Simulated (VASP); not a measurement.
Here is a VASP 6.6.1 calculation.

Contents of POSCAR:

```
KI
1.0
    0.0000000000      3.5327750000      3.5327750000
    3.5327750000      0.0000000000      3.5327750000
    3.5327750000      3.5327750000      0.0000000000
I K
1 1
Direct
    0.5000000000      0.5000000000      0.5000000000
    0.0000000000      0.0000000000      0.0000000000
```

The input INCAR.step1:

```
  PREC = Accurate
  ENCUT = 520
  EDIFF = 1E-5
  ISMEAR = -1
  SIGMA = 0.05
  LREAL = False
  LASPH = True
  NELM = 100
  ALGO = Normal
  ISIF = 2
  LWAVE = True
  LCHARG = False
  GGA = PE
  NBANDS = 15
```

The input INCAR.step2:

```
  PREC = Accurate
  ENCUT = 520
  EDIFF = 1E-6
  ISMEAR = -1
  SIGMA = 0.05
  LREAL = False
  LASPH = True
  NELM = 100
  ALGO = Normal
  ISIF = 2
  LWAVE = False
  LCHARG = False
  METAGGA = R2SCAN
  LHFCALC = True
  AEXX = 0.25
  LMIXTAU = True
  PRECFOCK = Normal
  ISTART = 1
  NBANDS = 15
```

KPOINTS

```
regular mesh
0
Gamma
  4 4 4
```

Potentials or basis: VASP PAW PBE potentials, release 64 (I, K_sv).

Launch:

```sh
$ cat potpaw_PBE.64/I/POTCAR potpaw_PBE.64/K_sv/POTCAR > POTCAR
$ cp INCAR.step1 INCAR
$ mpirun -np 1 vasp_std > vasp.out
$ cp INCAR.step2 INCAR
$ mpirun -np 1 vasp_std > vasp.out
```

(1) Predict the pressure.

(2) What does it give for the band gap on the k mesh?

Results:

(1) 0.0 GPa.

(2) 6.00 eV, direct.

Caveat: the PAW data sets were made with another functional, which shifts forces and pressure a little; spin-orbit coupling is left out, which moves the levels of the heavy elements.

**What was measured.**

From a printed reference work, monograph, for a bulk crystal of KI: band gap 6.32 eV.

A measured gap of KI is 6.32 eV (a printed reference work, monograph); the calculated 6.00 eV misses it by -0.32 eV. Spin-orbit coupling on I is left out. The value is that of r2SCAN0, without temperature or zero-point motion.
